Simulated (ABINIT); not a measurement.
# PbO2 (Fm-3m) in ABINIT: settings compared

One crystal, PbO2, is run at these levels: PBEsol, LDA; tasks: single point, relaxation of cell and atoms.

Program: ABINIT 10.8.3 (patched build). These are calculated values, not measurements. Logs are shortened: lines on timing, memory, paths and dates and some standing lists are left out, and cuts for length are marked. The log counts tension as positive stress, the text compression.

**1. Starting point**

The structure is cubic, space group Fm-3m (No. 225). Conventional cell: a = 5.404 Å, b = 5.404 Å, c = 5.404 Å, α = 90.00°, β = 90.00°, γ = 90.00°. Pb (site symmetry m-3m) has 8 O at 2.34 Å as nearest neighbours. O (site symmetry -43m) has 4 Pb at 2.34 Å as nearest neighbours.

The cell comes from a database or a generator and needn't be the stable form of this composition.

**2. Single point, PBEsol**

File run.abi:

```
pp_dirpath "./"
pseudos "Pb.upf, O.upf"

acell 7.2210096223 7.2210096223 7.2210096223
rprim
     0.0000000000     0.7071067812     0.7071067812
     0.7071067812     0.0000000000     0.7071067812
     0.7071067812     0.7071067812     0.0000000000
ntypat 2
znucl 82 8
natom 3
typat 1 2 2
xcart
     0.0000000000     0.0000000000     0.0000000000
     4.0529880000     4.0529880000     4.0529880000
     1.3509960000     1.3509960000     1.3509960000 Angstrom

ecut 979.609905 eV

kptopt 1
ngkpt 7 7 7
nshiftk 1
shiftk 0.0 0.0 0.0

ixc -116133

nband 17
occopt 3
tsmear 0.05 eV

nstep 100
tolvrs 1.0e-10

iomode 3
prtwf 0
prtden 0
prteig 0
prtebands 0
```

Potentials or basis: PseudoDojo NC SR PBEsol v0.4.1 standard.

Run with:

```
$ abinit run.abi > log 2>&1
```

run.abo:

```text
.Version 10.8.3 of ABINIT
 Symmetries : space group Fm -3 m (#225); Bravais cF (face-center cubic)
================================================================================
 Values of the parameters that define the memory need of the present run
     intxc =       0    ionmov =       0      iscf =       7    lmnmax =       6
     lnmax =       6     mgfft =      40  mpssoang =       3    mqgrid =    3001
     natom =       3  nloc_mem =       1    nspden =       1   nspinor =       1
    nsppol =       1      nsym =      48    n1xccc =    2501    ntypat =       2
    occopt =       3   xclevel =       2
       mpw =        2762          nfft =       64000          nkpt =          20
================================================================================
================================================================================

--------------------------------------------------------------------------------
------------- Echo of variables that govern the present computation ------------
--------------------------------------------------------------------------------
 -outvars: echo values of preprocessed input variables --------
            acell      7.2210096223E+00  7.2210096223E+00  7.2210096223E+00 Bohr
              amu      2.07200000E+02  1.59994000E+01
             ecut      3.60000000E+01 Hartree
              ixc     -116133
         kptrlatt        7    0    0      0    7    0      0    0    7
          kptrlen      5.05470674E+01
            natom           3
            nband          17
            ngfft          40      40      40
             nkpt          20
            nstep         100
             nsym          48
           ntypat           2
           occopt           3
           prtden           0
        prtebands           0
           prteig           0
            prtwf           0
            rprim      0.0000000000E+00  7.0710678120E-01  7.0710678120E-01
                       7.0710678120E-01  0.0000000000E+00  7.0710678120E-01
                       7.0710678120E-01  7.0710678120E-01  0.0000000000E+00
          spgroup         225
           tolvrs      1.00000000E-10
           tsmear      1.83746611E-03 Hartree
            typat      1  2  2
           xangst      0.0000000000E+00  0.0000000000E+00  0.0000000000E+00
                       4.0529879973E+00  4.0529879973E+00  4.0529879973E+00
                       1.3509959991E+00  1.3509959991E+00  1.3509959991E+00
            xcart      0.0000000000E+00  0.0000000000E+00  0.0000000000E+00
                       7.6590373066E+00  7.6590373066E+00  7.6590373066E+00
                       2.5530124355E+00  2.5530124355E+00  2.5530124355E+00
             xred      0.0000000000E+00  0.0000000000E+00  0.0000000000E+00
                       7.5000000000E-01  7.5000000000E-01  7.5000000000E-01
                       2.5000000000E-01  2.5000000000E-01  2.5000000000E-01
            znucl       82.00000    8.00000

[... 108 lines left out ...]
       0.250000000000      0.250000000000      0.250000000000
 rms dE/dt=  6.3676E-25; max dE/dt=  1.1029E-24; dE/dt below (all hartree)
    1       0.000000000000      0.000000000000      0.000000000000
    2      -0.000000000000     -0.000000000000     -0.000000000000
    3      -0.000000000000      0.000000000000      0.000000000000

 cartesian coordinates (angstrom) at end:
    1      0.00000000000000     0.00000000000000     0.00000000000000
    2      4.05298799733688     4.05298799733688     4.05298799733688
    3      1.35099599911229     1.35099599911229     1.35099599911229

 cartesian forces (hartree/bohr) at end:
    1      0.00000000000000    -0.00000000000000    -0.00000000000000
    2      0.00000000000000     0.00000000000000    -0.00000000000000
    3     -0.00000000000000    -0.00000000000000     0.00000000000000
 frms,max,avg= 8.8182119E-26 1.8000100E-25   0.000E+00  0.000E+00  0.000E+00 h/b

 cartesian forces (eV/Angstrom) at end:
    1      0.00000000000000    -0.00000000000000    -0.00000000000000
    2      0.00000000000000     0.00000000000000    -0.00000000000000
    3     -0.00000000000000    -0.00000000000000     0.00000000000000
 frms,max,avg= 4.5345069E-24 9.2560234E-24   0.000E+00  0.000E+00  0.000E+00 e/A
 length scales=  7.221009622300  7.221009622300  7.221009622300 bohr
              =  3.821193729240  3.821193729240  3.821193729240 angstroms
 Fermi (or HOMO) energy (hartree) =   0.14997   Average Vxc (hartree)=  -0.43008
 Eigenvalues (hartree) for nkpt=  20  k points:
 kpt#   1, nband= 17, wtk=  0.00292, kpt=  0.0000  0.0000  0.0000 (reduced coord)
  -0.52813   -0.42555   -0.42555   -0.42555   -0.42164   -0.41669   -0.41669    0.04664
   0.07631    0.07631    0.07631    0.10498    0.10498    0.10498    0.40116    0.40116
   0.40116
      occupation numbers for kpt#   1
   2.00000    2.00000    2.00000    2.00000    2.00000    2.00000    2.00000    2.00000
   2.00000    2.00000    2.00000    2.00000    2.00000    2.00000    0.00000    0.00000
   0.00000
 prteigrs : prtvol=0 or 1, do not print more k-points.

--- !EnergyTerms
iteration_state     : {dtset: 1, }
comment             : Components of total free energy in Hartree
kinetic             :  5.68709316948845E+01
hartree             :  1.85476593245753E+01
xc                  : -2.80393115853936E+01
Ewald energy        : -7.71957799522122E+01
psp_core            :  5.54533550050767E+00
local_psp           : -5.91014717997131E+01
non_local_psp       : -1.97852602275098E+01
internal            : -1.03157897044861E+02
'-kT*entropy'       : -2.30819679951492E-04
total_energy        : -1.03158127864541E+02
total_energy_eV     : -2.80707566173433E+03
band_energy         : -5.51217253045288E+00
...

 Cartesian components of stress tensor (hartree/bohr^3)
  sigma(1 1)=  1.96779508E-04  sigma(3 2)=  0.00000000E+00
  sigma(2 2)=  1.96779508E-04  sigma(3 1)=  0.00000000E+00
  sigma(3 3)=  1.96779508E-04  sigma(2 1)=  0.00000000E+00

-Cartesian components of stress tensor (GPa)         [Pressure= -5.7895E+00 GPa]
- sigma(1 1)=  5.78945301E+00  sigma(3 2)=  0.00000000E+00
- sigma(2 2)=  5.78945301E+00  sigma(3 1)=  0.00000000E+00
- sigma(3 3)=  5.78945301E+00  sigma(2 1)=  0.00000000E+00

== END DATASET(S) ==============================================================
================================================================================

 -outvars: echo values of variables after computation  --------
            acell      7.2210096223E+00  7.2210096223E+00  7.2210096223E+00 Bohr
           etotal     -1.0315812786E+02
            fcart      3.6000199479E-26 -3.6000199479E-26 -3.6000199479E-26
                       1.4400079791E-25  7.2000398957E-26 -3.6000199479E-26
                      -1.8000099739E-25 -3.6000199479E-26  7.2000398957E-26
            rprim      0.0000000000E+00  7.0710678120E-01  7.0710678120E-01
                       7.0710678120E-01  0.0000000000E+00  7.0710678120E-01
                       7.0710678120E-01  7.0710678120E-01  0.0000000000E+00
           strten      1.9677950808E-04  1.9677950808E-04  1.9677950808E-04
                       0.0000000000E+00  0.0000000000E+00  0.0000000000E+00
           xangst      0.0000000000E+00  0.0000000000E+00  0.0000000000E+00
                       4.0529879973E+00  4.0529879973E+00  4.0529879973E+00
                       1.3509959991E+00  1.3509959991E+00  1.3509959991E+00
             xred      0.0000000000E+00  0.0000000000E+00  0.0000000000E+00
                       7.5000000000E-01  7.5000000000E-01  7.5000000000E-01
                       2.5000000000E-01  2.5000000000E-01  2.5000000000E-01
 Calculation completed.
```

Run time: 28 s. Hardware: 1 thread of Intel Xeon Platinum 8488C (Sapphire Rapids), shared host; peak memory 0.08 GiB.

What came out:

* Free energy: -2807.0757 eV
* Pressure: -5.8 GPa
* Band gap on the k mesh: none (metal or under the smearing width)
* Valence electrons inside the program's atomic spheres: Pb 9.92; O 6.03

Levels at points of the mesh, in eV from the Fermi level:
```
           k point  band 10  band 11  band 12  band 13  band 14  band 15  band 16  band 17
(0.00, 0.00, 0.00)    -2.00    -2.00    -1.22    -1.22    -1.22     6.84     6.84     6.84
```

Caveat: the cutoff is short for stress, so the pressure is rough.

**3. Relaxation of cell and atoms, LDA**

File run.abi:

```
# Pseudopotentials
pp_dirpath "./"
pseudos "Pb.upf, O.upf"

# Structure
acell 7.2210096223 7.2210096223 7.2210096223
rprim
     0.0000000000     0.7071067812     0.7071067812
     0.7071067812     0.0000000000     0.7071067812
     0.7071067812     0.7071067812     0.0000000000
ntypat 2
znucl 82 8
natom 3
typat 1 2 2
chkprim 0
chksymtnons 0
tolsym 1.0e-6
xred
            0.0            0.0            0.0
            3/4            3/4            3/4
            1/4            1/4            1/4

# Plane-wave basis
ecut 42.0
ecutsm 0.5

# k points
kptopt 1
ngkpt 7 7 7
nshiftk 1
shiftk 0.0 0.0 0.0

# Exchange and correlation
ixc 7

# Bands and occupations
nband 17
occopt 3
tsmear 0.05 eV

# SCF cycle
nstep 80
tolvrs 1.0e-12

# Output
iomode 3
prteig 0
prtebands 0
prtwf 0
prtden 0

# Relaxation
ionmov 2
optcell 2
ntime 50
tolmxf 2.0e-5
dilatmx 1.08
```

Potentials or basis: PseudoDojo NC SR LDA v0.4.1 standard.

Run with:

```
$ mpirun --bind-to none -np 4 abinit run.abi > log 2>&1
```

run.abo:

```text
.Version 10.8.3 of ABINIT
 Symmetries : space group Fm -3 m (#225); Bravais cF (face-center cubic)
================================================================================
 Values of the parameters that define the memory need of the present run
     intxc =       0    ionmov =       2      iscf =       7    lmnmax =       6
     lnmax =       6     mgfft =      48  mpssoang =       3    mqgrid =    3001
     natom =       3  nloc_mem =       1    nspden =       1   nspinor =       1
    nsppol =       1      nsym =      48    n1xccc =    2501    ntypat =       2
    occopt =       3   xclevel =       1
       mpw =        4390          nfft =      110592          nkpt =          20
================================================================================
================================================================================

--------------------------------------------------------------------------------
------------- Echo of variables that govern the present computation ------------
--------------------------------------------------------------------------------
 -outvars: echo values of preprocessed input variables --------
            acell      7.2210096223E+00  7.2210096223E+00  7.2210096223E+00 Bohr
              amu      2.07200000E+02  1.59994000E+01
          chkprim           0
      chksymtnons           0
          dilatmx      1.08000000E+00
             ecut      4.20000000E+01 Hartree
           ecutsm      5.00000000E-01 Hartree
           ionmov           2
              ixc           7
[... 662 lines left out ...]
psp_core            :  5.93191241415134E+00
local_psp           : -5.70549300827628E+01
non_local_psp       : -1.99403156917841E+01
internal            : -1.03200548111682E+02
'-kT*entropy'       : -7.00871969203200E-05
total_energy        : -1.03200618198879E+02
total_energy_eV     : -2.80823188263370E+03
band_energy         : -5.06750564611178E+00
...

 Cartesian components of stress tensor (hartree/bohr^3)
  sigma(1 1)=  3.31842380E-08  sigma(3 2)=  0.00000000E+00
  sigma(2 2)=  3.31842380E-08  sigma(3 1)=  0.00000000E+00
  sigma(3 3)=  3.31842380E-08  sigma(2 1)=  0.00000000E+00

-Cartesian components of stress tensor (GPa)         [Pressure= -9.7631E-04 GPa]
- sigma(1 1)=  9.76313988E-04  sigma(3 2)=  0.00000000E+00
- sigma(2 2)=  9.76313988E-04  sigma(3 1)=  0.00000000E+00
- sigma(3 3)=  9.76313988E-04  sigma(2 1)=  0.00000000E+00

== END DATASET(S) ==============================================================
================================================================================

 -outvars: echo values of variables after computation  --------
            acell      7.0567787579E+00  7.0567787579E+00  7.0567787579E+00 Bohr
           etotal     -1.0320061820E+02
            fcart     -0.0000000000E+00 -0.0000000000E+00 -0.0000000000E+00
                      -0.0000000000E+00 -0.0000000000E+00 -0.0000000000E+00
                      -0.0000000000E+00 -0.0000000000E+00 -0.0000000000E+00
            rprim      0.0000000000E+00  7.0710678119E-01  7.0710678119E-01
                       7.0710678119E-01  0.0000000000E+00  7.0710678119E-01
                       7.0710678119E-01  7.0710678119E-01  0.0000000000E+00
           strten      3.3184237962E-08  3.3184237969E-08  3.3184237969E-08
                       0.0000000000E+00  0.0000000000E+00  0.0000000000E+00
           xangst     -4.1057872910E-32  4.1057872910E-32 -4.1057872910E-32
                       3.9608089590E+00  3.9608089590E+00  3.9608089590E+00
                       1.3202696530E+00  1.3202696530E+00  1.3202696530E+00
             xred      7.7745240937E-33 -2.3323572281E-32  7.7745240937E-33
                       7.5000000000E-01  7.5000000000E-01  7.5000000000E-01
                       2.5000000000E-01  2.5000000000E-01  2.5000000000E-01
 Calculation completed.
```

Wall time 50 s (4 MPI ranks of Intel Xeon 6975P-C (Granite Rapids), shared host); peak memory 0.36 GiB.

Results:

```yaml
Free_energy: -2808.2319 eV
Relaxed_volume: 12.27 Å³/atom
Relaxed_cell: a = 3.734 Å, b = 3.734 Å, c = 3.734 Å, α = 60.00°, β = 60.00°, γ = 60.00°
Space_group_after_relaxing_to_0.05_Å: Fm-3m (No. 225)
Energy_gained_by_relaxing: 28.3 meV/atom
Ionic_steps: 5
Pressure_after_relaxing: 0.0 GPa
Band_gap_on_the_k_mesh: none (metal or under the smearing width)
```

Step by step:
```csv
step,energy change (eV),largest force (eV/Å),pressure (GPa),volume (Å³)
1,0.0000,0.0000,-9.58,39.45
2,-0.0559,0.0000,-5.96,38.31
3,-0.0841,0.0000,1.02,36.60
4,-0.0848,0.0000,-0.08,36.84
5,-0.0848,0.0000,0.00,36.82
```

Final structure:
```
CELL_PARAMETERS angstrom
0.00000 2.64054 2.64054
2.64054 0.00000 2.64054
2.64054 2.64054 0.00000
ATOMIC_POSITIONS crystal
Pb 0.00000 0.00000 0.00000
O 0.75000 0.75000 0.75000
O 0.25000 0.25000 0.25000
```

**4. Single point, LDA (cell relaxed)**

File run.abi:

```
# Pseudopotentials
pp_dirpath "./"
pseudos "Pb.upf, O.upf"

# Structure
acell 3.7342865042 3.7342865042 3.7342865042 Angstrom
rprim
     0.0000000000     0.7071067812     0.7071067812
     0.7071067812     0.0000000000     0.7071067812
     0.7071067812     0.7071067812     0.0000000000
ntypat 2
znucl 82 8
natom 3
typat 1 2 2
xred
     0.0000000000     0.0000000000     0.0000000000
     0.7500000000     0.7500000000     0.7500000000
     0.2500000000     0.2500000000     0.2500000000
chkprim 0
chksymtnons 0
tolsym 1.0e-6

# Plane-wave basis
ecut 42.0

# k points
kptopt 1
ngkpt 7 7 7
nshiftk 1
shiftk 0.0 0.0 0.0

# Exchange and correlation
ixc 7

# Bands and occupations
nband 17
occopt 3
tsmear 0.05 eV

# SCF cycle
nstep 100
tolvrs 1.0e-10

# Output
iomode 3
prtwf 0
prtden 0
prteig 0
prtebands 0
enunit 2
```

Run with:

```
$ mpirun --bind-to none -np 4 abinit run.abi > log 2>&1
```

It took 9.4 s on 4 MPI ranks of Intel Xeon 6975P-C (Granite Rapids), shared host; peak memory 0.32 GiB.

Results (log left out):

```
Free energy                                           : -2808.2320 eV
Pressure                                              : 0.0 GPa
Band gap on the k mesh                                : none (metal or under the smearing width)
Valence electrons inside the program's atomic spheres : Pb 9.94; O 6.11
```

Levels at points of the mesh, in eV from the Fermi level:
```csv
k point,band 9,band 10,band 11,band 12,band 13,band 14,band 15,band 16,band 17
"(0.00, 0.00, 0.00)",-2.17,-2.17,-2.17,-1.43,-1.43,-1.43,6.87,6.87,6.87
```

Spin-orbit coupling is left out, which matters for the levels of Pb.

**5. Overview**

| task | level | potentials or basis | cell | cutoff (eV) | cell freedom (optcell) | optimiser (ionmov) | cutoff smearing ecutsm (Ha) | force stop (Ha/bohr) | gap on the mesh (eV) | pressure (GPa) |
| --- | --- | --- | --- | --- | --- | --- | --- | --- | --- | --- |
| single point | PBEsol | PseudoDojo NC SR PBEsol v0.4.1 standard | as given | 980 | - | - | - | - | none | -5.8 |
| relaxation of cell and atoms | LDA | PseudoDojo NC SR LDA v0.4.1 standard | relaxed | 1143 | 2 | 2 | 0.5 | 2e-05 | none | 0.0 |
| single point | LDA | PseudoDojo NC SR LDA v0.4.1 standard | cell relaxed | 1143 | - | - | - | - | none | 0.0 |

Alike in all rows: no spin polarisation; k mesh 7 × 7 × 7; smearing fermi-dirac 0.05 eV.

Caveats: the cutoff is short for stress, so the pressure is rough (some runs).

Absolute energies hang on the potentials; compare differences alone.
